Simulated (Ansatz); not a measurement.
**Structure relaxation of Ru**

These are results of Ansatz, DFT r2SCAN, scalar-relativistic, plane waves, PAW, not measurements.

The start is a database structure of Ru, space group P6_3/mmc (No. 194).

Input of the last, converged step (default PAW datasets):

```yaml
crystal:
  lattice:
    - [2.7078263433, 0.0, 0.0]
    - [-1.3539131716, 2.3450464023, 0.0]
    - [0.0, 0.0, 4.26810178]
  atoms:
    - { symbol: Ru, position: [0.33333333, 0.66666667, 0.25] }
    - { symbol: Ru, position: [0.66666667, 0.33333333, 0.75] }
basis:
  ecutwfc: 500
kpoints:
  mp_grid: { grid: [18, 18, 10] }
hamiltonian:
  xc: r2scan
scf:
  occupations: { method: gaussian, width: 0.1 }
output:
  forces: true
  stress: true
  eigenvalues: true
relax:
  adjacent_minimum: "off"
  f_tol: 0.01
  max_steps: 80
  cell: { stress_tol: 0.05 }
```

It can be run as:

```bash
ansatz run input.yaml --threads 1 --pin off --backend cpu --events-out ev --progress --plain --runs-dir out  # memory cap (--max-ram) not shown
```

End of the output:

```
SCF converged after 4 iterations
Free energy (F): -11781.413964 eV
Harris-Foulkes:  -11781.413964 eV  (|F-HF|=9.09e-12)
Internal energy: -11781.405149 eV  (E = F + TS)
E sigma→0 (E₀):  -11781.409557 eV
Entropy (-TS):   -0.008815 eV (-4.408 meV/atom)
Fermi energy:    23.566899 eV
--- Per-component energies (eV) ---
  E_band       = -132.797581
  E_kinetic    = 1028.717664
  E_local      = -2500.294948  (includes V_loc(G=0)·N_el)
  E_nonlocal   = 685.635757
  E_hartree    = 803.195763
  E_xc         = -368.676645
  E_vxc        = -534.133861  (∫ρ·V_xc dr)
  E_paw        = -6957.739662  (= ΣΔE_a)
  E_vpaw       = -456.701392  (= ΣTr[D̂ρ^β])
  E_aug_tail   = 0.000200  (compensation charges beyond the density's cutoff)
  E_vtau       = 37.587445  (kinetic-family band-sum trace: ∫τ·v_τ [+ j·A + Jᵃ·Aᵃ] dr)
  E_ewald      = -4471.621365
  E_core_change = -0.621911  (= ΣΔE_core)
  E_smearing   = -0.008815  (= −TS)
  E_closure    = 0.000000  (closes the sum)
  Σ components = -11781.413964   (vs F -11781.413964, Δ=0.00e0)
--- Forces (eV/Å), atoms counted from 1 ---
  atom   1  Ru     0.00000000     0.00000000     0.00000000
  atom   2  Ru     0.00000000     0.00000000     0.00000000
  max |Σ_I F_I| component: 1.39e-17 eV/Å
--- Stress (GPa, compression-positive) ---
       -0.025194       0.000000       0.000000
        0.000000      -0.025194       0.000000
        0.000000       0.000000      -0.000850
  P = ⅓ Tr σ = -0.0171 GPa (-0.171 kbar)
--- Relaxed structure (3 steps of the walk, 2 accepted, 1 SCFs on fresh bases) ---
  F+E_penalty+E_count = -11781.41396412 eV   max|allowed force component| = 4.395e-17 eV/Å   (the final SCF, on the basis selected at the relaxed cell)
  cell:  # Å, volume = 26.9808 Å³
    - [2.702465, 0.000000, 0.000000]
    - [-1.351232, 2.340403, 0.000000]
    - [0.000000, 0.000000, 4.265839]
  atoms:
    - { symbol: Ru, position: [0.333333, 0.666667, 0.250000] }
    - { symbol: Ru, position: [0.666667, 0.333333, 0.750000] }
```

Absolute energies hang on the potentials; compare differences alone.

The result has space group P6_3/mmc (No. 194). Ru has 12 Ru at 2.64–2.70 Å.

A structure relaxed within its symmetry needn't be a true minimum.